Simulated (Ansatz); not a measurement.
# CsSnBr3: the cost of one run

Method: DFT PBE, scalar-relativistic, plane waves, PAW, and further levels as typed in the inputs, in Ansatz 0.2.0.

## (1) The starting structure

The structure is cubic, space group Pm-3m (No. 221). The conventional cell has a = 5.796 Å, b = 5.796 Å, c = 5.796 Å, α = 90.00°, β = 90.00°, γ = 90.00°. Around Cs (site symmetry m-3m) lie 12 Br at 4.10 Å. Sn (site symmetry m-3m) has 6 Br at 2.90 Å as nearest neighbours. Br (site symmetry 4/mmm) is surrounded by 2 Sn at 2.90 Å and 4 Cs at 4.10 Å.

As a file:

```
Cs Sn Br
1.0
     5.79560    0.00000    0.00000
     0.00000    5.79560    0.00000
     0.00000    0.00000    5.79560
Cs Sn Br
1 1 3
Direct
  0.00000 0.00000 0.00000
  0.50000 0.50000 0.50000
  0.50000 0.00000 0.50000
  0.50000 0.50000 0.00000
  0.00000 0.50000 0.50000
```

The structure rests on an entry of the Materials Project (structure only); cell or positions may have been set otherwise for this series.

## (2) Relaxing the atoms: CsSnBr3, no spin

input.yaml

```yaml
crystal:
  lattice:
    - [5.7956, 0.0, 0.0]
    - [0.0, 5.7956, 0.0]
    - [0.0, 0.0, 5.7956]
  atoms:
    - { symbol: Cs, position: [0.0, 0.0, 0.0] }
    - { symbol: Sn, position: [0.5, 0.5, 0.5] }
    - { symbol: Br, position: [0.5, 0.0, 0.5] }
    - { symbol: Br, position: [0.5, 0.5, 0.0] }
    - { symbol: Br, position: [0.0, 0.5, 0.5] }
scf:
  occupations: { method: fixed }
output:
  forces: true
  stress: true
  eigenvalues: true
  write_density: true
  write_potential: true
  elf: true
  volumetric_format: npy
kpoints:
  mp_grid: { grid: [6, 6, 6] }
relax:
  f_tol: 0.003
  max_steps: 60
```

Command:

```bash
$ ansatz run input.yaml --threads 4 --pin off --max-ram 16384MiB --backend cpu --events-out ev --progress --plain --runs-dir out
```

Q: Estimate wall time and peak memory on 4 threads of Intel Xeon Platinum 8259CL at 2.50GHz (Skylake/Cascade Lake), shared host.

About 4.4 s, with a peak of 0.61 GiB.
